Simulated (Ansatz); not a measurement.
Rock-salt NaBr

The numbers are results of dielectric-dependent PBE hybrid (PAW; Ansatz, a first-principles code), not measurements.

Numerical settings: plane-wave cutoff 460 eV, 8×8×8 k mesh, Fermi–Dirac smearing 0.01 eV, scalar-relativistic PAW data made under PBE.

Cell: measured lattice: a = b = c = 5.973 Å, α = β = γ = 90.00°.

```yaml
band_gap: 6.83 eV (on the SCF k mesh) (direct)
width_of_the_whole_s_p_valence_band: 14.35 eV
```

Measured, for comparison: band gap 7.1 eV (temperature not stated, no zero-point or thermal correction; as tabulated in Aguado et al. (1998), arXiv:cond-mat/9809176).

Note: cell and atoms aren't relaxed at this level.

Spin–orbit coupling is not included.

The computed numbers hold no vibrational or temperature effects.

Cost on a shared machine: very roughly 2.3 core-minutes.
